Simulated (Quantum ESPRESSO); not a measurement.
# In2Se2, 1 layer: a series in biaxial strain, part 5 of 7

Wanted: a table for In2Se2, 1 layer against biaxial strain, and what can be fitted to it.

Quantum ESPRESSO 7.5; plane-wave DFT, PBE, GBRV ultrasoft pseudopotentials.

So far. Step 3 (Relaxing the ions, -4 %): The relaxation lowers the energy by 14 meV an atom. Step 6 (Band structure, -4 %): Along this path the valence top lies at Γ and the conduction bottom at Γ.

## Step 7: Relaxing the ions, -3 %

Input file m1.relax.in:

```
&control
  prefix = 'm1.relax'
  outdir = './out'
  pseudo_dir = './pseudo'
  nstep = 40
  forc_conv_thr = 0.0003
  calculation = 'relax'
  tstress = .true.
/
&system
  ibrav = 0
  nat = 4
  ntyp = 2
  ecutwfc = 50
  ecutrho = 250
  occupations = 'smearing'
  smearing = 'fd'
  degauss = 0.002
/
&electrons
  conv_thr = 1e-09
  mixing_beta = 0.4
  electron_maxstep = 120
  mixing_mode = 'plain'
/
&ions
/
ATOMIC_SPECIES
  Se  78.9710  se_pbe_v1.uspp.F.UPF
  In  114.8180  in_pbe_v1.4.uspp.F.UPF
CELL_PARAMETERS angstrom
  3.95822781795000 0.00000000000000 0.00000000000000
  -1.97911390946000 3.42792584393000 0.00000000000000
  0.00000000000000 0.00000000000000 20.14290946400000
ATOMIC_POSITIONS crystal
  Se  0.333333333300 0.666666666700 0.366554287400
  In  0.000000000000 0.000000000000 0.429924683600
  In  0.000000000000 0.000000000000 0.570075316400
  Se  0.333333333300 0.666666666700 0.633445712600
K_POINTS automatic
  12 12 1 0 0 0
```

On the command line:

```console
$ OMP_NUM_THREADS=1 mpirun -n 4 pw.x -nk 4 -in m1.relax.in > m1.relax.out
```

Output:

```text
[banner, memory and clock lines left out]
Program PWSCF v.7.5 starts
[...]
Message from routine setup:
[...]
number of electrons       =        38.00
     number of Kohn-Sham states=           23
     kinetic-energy cutoff     =      50.0000  Ry
     charge density cutoff     =     250.0000  Ry
[...]
number of k points=    19  Fermi-Dirac smearing, width (Ry)=  0.0020
[...]
Dense  grid:   123137 G-vectors     FFT dimensions: (  40,  40, 192)
[...]
negative rho (up, down):  4.769E-04 0.000E+00
     Starting wfcs are   26 randomized atomic wfcs
[...]
negative rho (up, down):  4.184E-04 0.000E+00
[...]
estimated scf accuracy    <       4.02497472 Ry
[...]
negative rho (up, down):  4.618E-04 0.000E+00
[...]
estimated scf accuracy    <       0.09899324 Ry
[...]
negative rho (up, down):  5.062E-04 0.000E+00
[...]
estimated scf accuracy    <       0.05372056 Ry
[...]
negative rho (up, down):  5.422E-04 0.000E+00
[...]
estimated scf accuracy    <       0.00747160 Ry
[...]
negative rho (up, down):  5.555E-04 0.000E+00
[...]
estimated scf accuracy    <       0.00052142 Ry
[...]
negative rho (up, down):  5.655E-04 0.000E+00
[...]
estimated scf accuracy    <       0.00006535 Ry
[...]
negative rho (up, down):  5.698E-04 0.000E+00
[...]
estimated scf accuracy    <       0.00001569 Ry
[...]
negative rho (up, down):  5.715E-04 0.000E+00
[...]
estimated scf accuracy    <       0.00000421 Ry
[...]
negative rho (up, down):  5.734E-04 0.000E+00
[...]
estimated scf accuracy    <       0.00000025 Ry
[...]
negative rho (up, down):  5.746E-04 0.000E+00
[...]
estimated scf accuracy    <       0.00000003 Ry
[...]
negative rho (up, down):  5.752E-04 0.000E+00
[...]
estimated scf accuracy    <          5.3E-09 Ry
[...]
negative rho (up, down):  5.763E-04 0.000E+00
[...]
the Fermi energy is    -0.3261 ev
!    total energy              =    -354.31122444 Ry
     estimated scf accuracy    <          4.2E-10 Ry
     smearing contrib. (-TS)   =      -0.00000000 Ry
     internal energy E=F+TS    =    -354.31122444 Ry
[...]
one-electron contribution =   -1142.60908260 Ry
     hartree contribution      =     586.75689562 Ry
     xc contribution           =    -135.04909152 Ry
     ewald contribution        =     336.59005406 Ry
     convergence has been achieved in  12 iterations
     negative rho (up, down):  5.763E-04 0.000E+00
[...]
Total force =     0.037357     Total SCF correction =     0.000112
[...]
negative rho (up, down):  5.763E-04 0.000E+00
[...]
negative rho (up, down):  5.672E-04 0.000E+00
[...]
negative rho (up, down):  5.720E-04 0.000E+00
[...]
estimated scf accuracy    <       0.00056762 Ry
[...]
negative rho (up, down):  5.743E-04 0.000E+00
[...]
estimated scf accuracy    <       0.00059923 Ry
[...]
negative rho (up, down):  5.763E-04 0.000E+00
[...]
estimated scf accuracy    <       0.00000264 Ry
[...]
negative rho (up, down):  5.776E-04 0.000E+00
[...]
estimated scf accuracy    <       0.00000101 Ry
[...]
negative rho (up, down):  5.785E-04 0.000E+00
[...]
estimated scf accuracy    <       0.00000006 Ry
[...]
negative rho (up, down):  5.789E-04 0.000E+00
[...]
estimated scf accuracy    <       0.00000001 Ry
[...]
negative rho (up, down):  5.796E-04 0.000E+00
[...]
the Fermi energy is    -0.3517 ev
!    total energy              =    -354.31235364 Ry
     estimated scf accuracy    <          2.9E-10 Ry
     smearing contrib. (-TS)   =      -0.00000000 Ry
     internal energy E=F+TS    =    -354.31235364 Ry
[...]
one-electron contribution =   -1142.88112762 Ry
     hartree contribution      =     586.88623369 Ry
     xc contribution           =    -135.03628258 Ry
     ewald contribution        =     336.71882287 Ry
     convergence has been achieved in   7 iterations
     negative rho (up, down):  5.796E-04 0.000E+00
[...]
Total force =     0.023243     Total SCF correction =     0.000046
[...]
negative rho (up, down):  5.796E-04 0.000E+00
[...]
negative rho (up, down):  5.696E-04 0.000E+00
[...]
negative rho (up, down):  5.740E-04 0.000E+00
[...]
estimated scf accuracy    <       0.00040623 Ry
[...]
negative rho (up, down):  5.763E-04 0.000E+00
[...]
estimated scf accuracy    <       0.00045640 Ry
[...]
negative rho (up, down):  5.784E-04 0.000E+00
[...]
estimated scf accuracy    <       0.00000253 Ry
[...]
negative rho (up, down):  5.799E-04 0.000E+00
[...]
estimated scf accuracy    <       0.00000089 Ry
[...]
negative rho (up, down):  5.807E-04 0.000E+00
[...]
estimated scf accuracy    <       0.00000006 Ry
[...]
negative rho (up, down):  5.812E-04 0.000E+00
[...]
estimated scf accuracy    <       0.00000001 Ry
[...]
negative rho (up, down):  5.814E-04 0.000E+00
[...]
estimated scf accuracy    <          2.4E-10 Ry
[...]
negative rho (up, down):  5.816E-04 0.000E+00
[...]
estimated scf accuracy    <          1.6E-10 Ry
[...]
negative rho (up, down):  5.819E-04 0.000E+00
[...]
the Fermi energy is    -0.3759 ev
!    total energy              =    -354.31297670 Ry
     estimated scf accuracy    <          2.5E-12 Ry
     smearing contrib. (-TS)   =      -0.00000000 Ry
     internal energy E=F+TS    =    -354.31297670 Ry
[...]
one-electron contribution =   -1142.52418185 Ry
     hartree contribution      =     586.70133593 Ry
     xc contribution           =    -135.02292496 Ry
     ewald contribution        =     336.53279418 Ry
     convergence has been achieved in   9 iterations
     negative rho (up, down):  5.819E-04 0.000E+00
[...]
Total force =     0.010882     Total SCF correction =     0.000004
[...]
negative rho (up, down):  5.819E-04 0.000E+00
[...]
negative rho (up, down):  5.740E-04 0.000E+00
[...]
negative rho (up, down):  5.771E-04 0.000E+00
[...]
estimated scf accuracy    <       0.00008921 Ry
[...]
negative rho (up, down):  5.787E-04 0.000E+00
[...]
estimated scf accuracy    <       0.00011524 Ry
[...]
negative rho (up, down):  5.804E-04 0.000E+00
[...]
estimated scf accuracy    <       0.00000155 Ry
[...]
negative rho (up, down):  5.815E-04 0.000E+00
[...]
estimated scf accuracy    <       0.00000045 Ry
[...]
negative rho (up, down):  5.822E-04 0.000E+00
[...]
estimated scf accuracy    <       0.00000002 Ry
[...]
negative rho (up, down):  5.825E-04 0.000E+00
[...]
estimated scf accuracy    <          4.2E-09 Ry
[...]
negative rho (up, down):  5.844E-04 0.000E+00
[...]
estimated scf accuracy    <          6.8E-10 Ry
[...]
negative rho (up, down):  5.844E-04 0.000E+00
[...]
estimated scf accuracy    <          2.7E-11 Ry
[...]
negative rho (up, down):  5.845E-04 0.000E+00
[...]
the Fermi energy is    -0.3902 ev
!    total energy              =    -354.31324612 Ry
     estimated scf accuracy    <          2.9E-12 Ry
     smearing contrib. (-TS)   =      -0.00000000 Ry
     internal energy E=F+TS    =    -354.31324612 Ry
[...]
one-electron contribution =   -1139.82343240 Ry
     hartree contribution      =     585.34782026 Ry
     xc contribution           =    -135.00764091 Ry
     ewald contribution        =     335.17000693 Ry
     convergence has been achieved in   8 iterations
     negative rho (up, down):  5.845E-04 0.000E+00
[...]
Total force =     0.007760     Total SCF correction =     0.000001
[...]
negative rho (up, down):  5.845E-04 0.000E+00
[...]
negative rho (up, down):  5.842E-04 0.000E+00
[...]
negative rho (up, down):  5.847E-04 0.000E+00
[...]
estimated scf accuracy    <       0.00008793 Ry
[...]
negative rho (up, down):  5.853E-04 0.000E+00
[...]
estimated scf accuracy    <       0.00008095 Ry
[...]
negative rho (up, down):  5.857E-04 0.000E+00
[...]
estimated scf accuracy    <       0.00000082 Ry
[...]
negative rho (up, down):  5.860E-04 0.000E+00
[...]
estimated scf accuracy    <       0.00000019 Ry
[...]
negative rho (up, down):  5.861E-04 0.000E+00
[...]
estimated scf accuracy    <       0.00000002 Ry
[...]
negative rho (up, down):  5.862E-04 0.000E+00
[...]
estimated scf accuracy    <          2.0E-09 Ry
[...]
negative rho (up, down):  5.862E-04 0.000E+00
[...]
estimated scf accuracy    <          4.2E-10 Ry
[...]
negative rho (up, down):  5.863E-04 0.000E+00
[...]
estimated scf accuracy    <          5.2E-11 Ry
[...]
negative rho (up, down):  5.863E-04 0.000E+00
[...]
the Fermi energy is    -0.3856 ev
!    total energy              =    -354.31333429 Ry
     estimated scf accuracy    <          1.6E-12 Ry
     smearing contrib. (-TS)   =      -0.00000000 Ry
     internal energy E=F+TS    =    -354.31333429 Ry
[...]
one-electron contribution =   -1137.87630735 Ry
     hartree contribution      =     584.37612459 Ry
     xc contribution           =    -135.00380188 Ry
     ewald contribution        =     334.19065036 Ry
     convergence has been achieved in   9 iterations
     negative rho (up, down):  5.863E-04 0.000E+00
[...]
Total force =     0.006990     Total SCF correction =     0.000007
[...]
negative rho (up, down):  5.863E-04 0.000E+00
[...]
negative rho (up, down):  5.865E-04 0.000E+00
[...]
negative rho (up, down):  5.861E-04 0.000E+00
[...]
estimated scf accuracy    <       0.00034441 Ry
[...]
negative rho (up, down):  5.870E-04 0.000E+00
[...]
estimated scf accuracy    <       0.00035717 Ry
[...]
negative rho (up, down):  5.877E-04 0.000E+00
[...]
estimated scf accuracy    <       0.00000180 Ry
[...]
negative rho (up, down):  5.881E-04 0.000E+00
[...]
estimated scf accuracy    <       0.00000047 Ry
[...]
negative rho (up, down):  5.883E-04 0.000E+00
[...]
estimated scf accuracy    <       0.00000002 Ry
[...]
negative rho (up, down):  5.884E-04 0.000E+00
[...]
estimated scf accuracy    <          2.0E-09 Ry
[...]
negative rho (up, down):  5.884E-04 0.000E+00
[...]
estimated scf accuracy    <          1.1E-10 Ry
[...]
negative rho (up, down):  5.885E-04 0.000E+00
[...]
estimated scf accuracy    <          3.6E-11 Ry
[...]
negative rho (up, down):  5.885E-04 0.000E+00
[...]
estimated scf accuracy    <          1.9E-11 Ry
[...]
negative rho (up, down):  5.886E-04 0.000E+00
[...]
the Fermi energy is    -0.3752 ev
!    total energy              =    -354.31344757 Ry
     estimated scf accuracy    <          3.8E-13 Ry
     smearing contrib. (-TS)   =      -0.00000000 Ry
     internal energy E=F+TS    =    -354.31344757 Ry
[...]
one-electron contribution =   -1134.59704122 Ry
     hartree contribution      =     582.74038924 Ry
     xc contribution           =    -134.99872658 Ry
     ewald contribution        =     332.54193100 Ry
     convergence has been achieved in  10 iterations
     negative rho (up, down):  5.886E-04 0.000E+00
[...]
Total force =     0.004883     Total SCF correction =     0.000003
[...]
negative rho (up, down):  5.886E-04 0.000E+00
[...]
negative rho (up, down):  5.884E-04 0.000E+00
[...]
negative rho (up, down):  5.869E-04 0.000E+00
[...]
estimated scf accuracy    <       0.00081506 Ry
[...]
negative rho (up, down):  5.876E-04 0.000E+00
[...]
estimated scf accuracy    <       0.00088852 Ry
[...]
negative rho (up, down):  5.884E-04 0.000E+00
[...]
estimated scf accuracy    <       0.00000359 Ry
[...]
negative rho (up, down):  5.889E-04 0.000E+00
[...]
estimated scf accuracy    <       0.00000108 Ry
[...]
negative rho (up, down):  5.890E-04 0.000E+00
[...]
estimated scf accuracy    <       0.00000004 Ry
[...]
negative rho (up, down):  5.891E-04 0.000E+00
[...]
estimated scf accuracy    <          3.6E-09 Ry
[...]
negative rho (up, down):  5.891E-04 0.000E+00
[...]
estimated scf accuracy    <          1.6E-10 Ry
[...]
negative rho (up, down):  5.892E-04 0.000E+00
[...]
estimated scf accuracy    <          5.0E-11 Ry
[...]
negative rho (up, down):  5.892E-04 0.000E+00
[...]
estimated scf accuracy    <          3.3E-11 Ry
[...]
negative rho (up, down):  5.892E-04 0.000E+00
[...]
the Fermi energy is    -0.3579 ev
!    total energy              =    -354.31351617 Ry
     estimated scf accuracy    <          1.2E-12 Ry
     smearing contrib. (-TS)   =      -0.00000000 Ry
     internal energy E=F+TS    =    -354.31351617 Ry
[...]
one-electron contribution =   -1130.02506469 Ry
     hartree contribution      =     580.46046210 Ry
     xc contribution           =    -134.99308220 Ry
     ewald contribution        =     330.24416862 Ry
     convergence has been achieved in  10 iterations
     negative rho (up, down):  5.892E-04 0.000E+00
[...]
Total force =     0.001211     Total SCF correction =     0.000006
[...]
negative rho (up, down):  5.892E-04 0.000E+00
[...]
negative rho (up, down):  5.895E-04 0.000E+00
[...]
negative rho (up, down):  5.893E-04 0.000E+00
[...]
estimated scf accuracy    <       0.00000613 Ry
[...]
negative rho (up, down):  5.892E-04 0.000E+00
[...]
estimated scf accuracy    <       0.00000670 Ry
[...]
negative rho (up, down):  5.892E-04 0.000E+00
[...]
estimated scf accuracy    <       0.00000002 Ry
[...]
negative rho (up, down):  5.892E-04 0.000E+00
[...]
estimated scf accuracy    <          6.1E-09 Ry
[...]
negative rho (up, down):  5.891E-04 0.000E+00
[...]
estimated scf accuracy    <          2.1E-10 Ry
[...]
negative rho (up, down):  5.891E-04 0.000E+00
[...]
estimated scf accuracy    <          5.4E-11 Ry
[...]
negative rho (up, down):  5.891E-04 0.000E+00
[...]
the Fermi energy is    -0.3557 ev
!    total energy              =    -354.31351777 Ry
     estimated scf accuracy    <          1.8E-12 Ry
     smearing contrib. (-TS)   =      -0.00000000 Ry
     internal energy E=F+TS    =    -354.31351777 Ry
[...]
one-electron contribution =   -1129.78952731 Ry
     hartree contribution      =     580.34336201 Ry
     xc contribution           =    -134.99340803 Ry
     ewald contribution        =     330.12605557 Ry
     convergence has been achieved in   7 iterations
     negative rho (up, down):  5.891E-04 0.000E+00
[...]
Total force =     0.000398     Total SCF correction =     0.000005
[...]
negative rho (up, down):  5.891E-04 0.000E+00
[...]
```

It took 5.1 min on 4 MPI ranks of Arm Neoverse V1, shared host; peak memory 0.89 GiB; 20 min of CPU time.

The steps of the relaxation:

```csv
step,energy less that of the first step (eV),largest force (eV/Å)
1,0.0000,0.4895
2,-0.0154,0.3326
3,-0.0238,0.1938
4,-0.0265,0.1112
5,-0.0275,0.1296
6,-0.0287,0.1228
7,-0.0302,0.0883
8,-0.0312,0.0197
9,-0.0312,0.0058
```

The atoms that moved most (Å):

| atom | dx | dy | dz | length |
| --- | --- | --- | --- | --- |
| Se1 | 0.000 | 0.000 | -0.063 | 0.063 |
| Se4 | 0.000 | 0.000 | 0.063 | 0.063 |

The relaxed structure:

```cif
data_structure
_symmetry_space_group_name_H-M 'P 1'
_symmetry_Int_Tables_number 1
_cell_length_a 3.9582
_cell_length_b 3.9582
_cell_length_c 20.1429
_cell_angle_alpha 90.000
_cell_angle_beta 90.000
_cell_angle_gamma 120.000
_cell_volume 273.31
loop_
_atom_site_label
_atom_site_type_symbol
_atom_site_fract_x
_atom_site_fract_y
_atom_site_fract_z
_atom_site_occupancy
Se1 Se 0.33333 0.66667 0.36345 1
In2 In 0.00000 0.00000 0.43014 1
In3 In 0.00000 0.00000 0.56986 1
Se4 Se 0.33333 0.66667 0.63655 1
```

The relaxation lowers the energy by 8 meV an atom.

Numbers from this step:

```
free energy  : -4820.6810 eV
Fermi energy : -0.3557 eV
```

## Step 8: Self-consistent run, -3 %

Input file m1.scf.in:

```
&control
  prefix = 'm1.scf'
  outdir = './out'
  pseudo_dir = './pseudo'
  calculation = 'scf'
  tprnfor = .true.
/
&system
  ibrav = 0
  nat = 4
  ntyp = 2
  ecutwfc = 40
  ecutrho = 200
  occupations = 'smearing'
  smearing = 'fd'
  degauss = 0.002
  nbnd = 23
/
&electrons
  conv_thr = 1e-09
  mixing_beta = 0.4
  electron_maxstep = 120
  mixing_mode = 'plain'
/
ATOMIC_SPECIES
  Se  78.9710  se_pbe_v1.uspp.F.UPF
  In  114.8180  in_pbe_v1.4.uspp.F.UPF
CELL_PARAMETERS angstrom
  3.95822781795000 0.00000000000000 0.00000000000000
  -1.97911390946000 3.42792584393000 0.00000000000000
  0.00000000000000 0.00000000000000 20.14290946400000
ATOMIC_POSITIONS crystal
  Se  0.333333333300 0.666666666700 0.363451062700
  In  0.000000000000 0.000000000000 0.430142469500
  In  0.000000000000 0.000000000000 0.569857530500
  Se  0.333333333300 0.666666666700 0.636548937300
K_POINTS automatic
  12 12 1 0 0 0
```

On the command line:

```console
$ OMP_NUM_THREADS=1 mpirun -n 4 pw.x -nk 4 -in m1.scf.in > m1.scf.out
```

Output:

```text
[banner, memory and clock lines left out]
Program PWSCF v.7.5 starts
[...]
Message from routine setup:
[...]
number of electrons       =        38.00
     number of Kohn-Sham states=           23
     kinetic-energy cutoff     =      40.0000  Ry
     charge density cutoff     =     200.0000  Ry
[...]
number of k points=    19  Fermi-Dirac smearing, width (Ry)=  0.0020
[...]
Dense  grid:    88083 G-vectors     FFT dimensions: (  36,  36, 180)
[...]
negative rho (up, down):  2.910E-04 0.000E+00
     Starting wfcs are   26 randomized atomic wfcs
[...]
negative rho (up, down):  2.255E-04 0.000E+00
[...]
estimated scf accuracy    <       4.09463735 Ry
[...]
negative rho (up, down):  2.355E-04 0.000E+00
[...]
estimated scf accuracy    <       0.16963328 Ry
[...]
negative rho (up, down):  2.725E-04 0.000E+00
[...]
estimated scf accuracy    <       0.11261471 Ry
[...]
negative rho (up, down):  3.350E-04 0.000E+00
[...]
estimated scf accuracy    <       0.00817942 Ry
[...]
negative rho (up, down):  3.107E-04 0.000E+00
[...]
estimated scf accuracy    <       0.00066778 Ry
[...]
negative rho (up, down):  3.110E-04 0.000E+00
[...]
estimated scf accuracy    <       0.00003893 Ry
[...]
negative rho (up, down):  3.076E-04 0.000E+00
[...]
estimated scf accuracy    <       0.00001243 Ry
[...]
negative rho (up, down):  3.074E-04 0.000E+00
[...]
estimated scf accuracy    <       0.00000324 Ry
[...]
negative rho (up, down):  3.080E-04 0.000E+00
[...]
estimated scf accuracy    <       0.00000012 Ry
[...]
negative rho (up, down):  3.085E-04 0.000E+00
[...]
estimated scf accuracy    <       0.00000002 Ry
[...]
negative rho (up, down):  3.088E-04 0.000E+00
[...]
estimated scf accuracy    <          2.7E-09 Ry
[...]
negative rho (up, down):  3.095E-04 0.000E+00
[...]
the Fermi energy is    -0.3551 ev
!    total energy              =    -354.30599252 Ry
     estimated scf accuracy    <          6.9E-11 Ry
     smearing contrib. (-TS)   =      -0.00000000 Ry
     internal energy E=F+TS    =    -354.30599252 Ry
[...]
one-electron contribution =   -1129.77692592 Ry
     hartree contribution      =     580.33665720 Ry
     xc contribution           =    -134.99177941 Ry
     ewald contribution        =     330.12605561 Ry
     convergence has been achieved in  12 iterations
     negative rho (up, down):  3.095E-04 0.000E+00
[...]
Total force =     0.000294     Total SCF correction =     0.000016
[...]
```

Run time: 28 s. Hardware: 4 MPI ranks; peak memory 0.49 GiB; 1.8 min of CPU time.

Numbers from this step:

| Quantity | Value |
| --- | --- |
| free energy | -4820.5786 eV |
| Fermi energy | -0.3551 eV |
| valence top, on the run's zero | -1.202 eV |
| conduction bottom, on the run's zero | 0.7068 eV |
| gap by band count | 1.909 eV |

[end of part 5 of 7]

[Logs are printed without paths, hosts, clocks, repeated set-up lines and the standing remarks that a program may print on its own settings, such as how far it seeks lower states.]

[Hosts, paths, dates, database ids (printed as entryN), source tags and the programs' standing remarks are cut or masked in the printed files.]

[Maps of the electrostatic potential energy from Ansatz leave out the sawtooth potential of an applied field or a dipole correction, so their vacuum need not be flat; planar profiles and work functions include it.]
